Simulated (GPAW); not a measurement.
**MoS2: single point with TB-mBJ**

**The experiment to reproduce.**

“Multiwavelength excitation Raman Scattering Analysis of bulk and 2 dimensional MoS2: Vibrational properties of atomically thin MoS2 layers”, 2015, arxiv:1506.03228 reports, for a bulk crystal of MoS2 at 300 K: band gap 1.3 eV (indirect).

Crystal: MoS2.

```
CELL_PARAMETERS angstrom
3.16900 0.00000 0.00000
-1.58450 2.74443 0.00000
0.00000 0.00000 12.32400
ATOMIC_POSITIONS crystal
Mo 0.66667 0.33333 0.75000
Mo 0.33333 0.66667 0.25000
S 0.66667 0.33333 0.37700
S 0.33333 0.66667 0.87700
S 0.66667 0.33333 0.12300
S 0.33333 0.66667 0.62300
```

```
Program             : GPAW 26.7.0
Task                : single point
Functional          : TB-mBJ
Potentials or basis : GPAW PAW data sets for LDA (gpaw-data 1.2.1)
Cutoff              : 600 eV
Basis               : pw
k mesh              : 6 × 6 × 2
Occupations         : fermi-dirac, width 0.05 eV
Spin                : no spin polarisation
Maxiter             : 150
```

```json
{"Band gap on the k mesh": "1.12 eV, indirect (least direct gap 1.68 eV)"}
```

Levels at points of the mesh, in eV from the valence-band top:
| k point | band 24 | band 25 | band 26 | band 27 | band 28 | band 29 |
| --- | --- | --- | --- | --- | --- | --- |
| (0.00, 0.00, 0.00) | -1.25 | -1.01 | 0.00 | 2.27 | 2.27 | 2.30 |
| (0.00, 0.00, 0.50) | -2.22 | -0.26 | -0.26 | 2.27 | 2.27 | 2.27 |
| (0.50, 0.50, 0.00) | -1.57 | -1.22 | -1.13 | 1.66 | 1.70 | 2.13 |
| (0.50, 0.50, 0.50) | -1.66 | -1.17 | -1.17 | 1.68 | 1.68 | 2.24 |

Wall time 4.3 min on 1 thread of Arm Neoverse V2, with other jobs on the host, peak memory 0.35 GiB.

A measured gap of MoS2 is 1.3 eV (indirect; 300 K; “Multiwavelength excitation Raman Scattering Analysis of bulk and 2 dimensional MoS2: Vibrational properties of atomically thin MoS2 layers”, 2015, arxiv:1506.03228); the calculated 1.12 eV misses it by -0.18 eV. Spin-orbit coupling on Mo is left out. The value is that of TB-mBJ on a finite k mesh, which can miss the band edges, without temperature or zero-point motion.

Caveat: a model potential gives levels but no total energy.
